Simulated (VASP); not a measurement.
A run of VASP 6.6.1:

The input INCAR:

```
  PREC = Accurate
  ENCUT = 520
  EDIFF = 1E-7
  ISMEAR = -1
  SIGMA = 0.05
  LREAL = False
  LASPH = True
  NELM = 100
  ALGO = Fast
  ISIF = 2
  LWAVE = False
  LCHARG = False
  GGA = PE
```

Contents of KPOINTS:

```
regular mesh
0
Gamma
  4 4 4
```

The input POSCAR:

```
Ga2O3
1.0
    2.8769363900      0.0000000000      4.4776666700
   -1.4384682000      2.4915000000      4.4776666700
   -1.4384682000     -2.4915000000      4.4776666700
Ga O
4 6
Direct
    0.3554000000      0.3554000000      0.3554000000
    0.1446000000      0.1446000000      0.1446000000
    0.6446000000      0.6446000000      0.6446000000
    0.8554000000      0.8554000000      0.8554000000
    0.5549000000     -0.0549000000      0.2500000000
   -0.0549000000      0.2500000000      0.5549000000
    0.2500000000      0.5549000000     -0.0549000000
    0.4451000000      1.0549000000      0.7500000000
    1.0549000000      0.7500000000      0.4451000000
    0.7500000000      0.4451000000      1.0549000000
```

Potentials or basis: VASP PAW PBE potentials, release 64 (Ga_d, O).

Launch:

```console
$ cat potpaw_PBE.64/Ga_d/POTCAR potpaw_PBE.64/O/POTCAR > POTCAR
$ mpirun -np 1 vasp_std > vasp.out
```

Hardware: 1 thread of Intel(R) Xeon(R) 6975P-C (Granite Rapids), with other jobs on the host.

**Question.** How long does it take, and how much memory?

**Answer.** Run time: 59 s on 1 thread of Intel(R) Xeon(R) 6975P-C (Granite Rapids) (shared host), peak memory 0.25 GiB. Counts: scf iterations 20, k points 13.
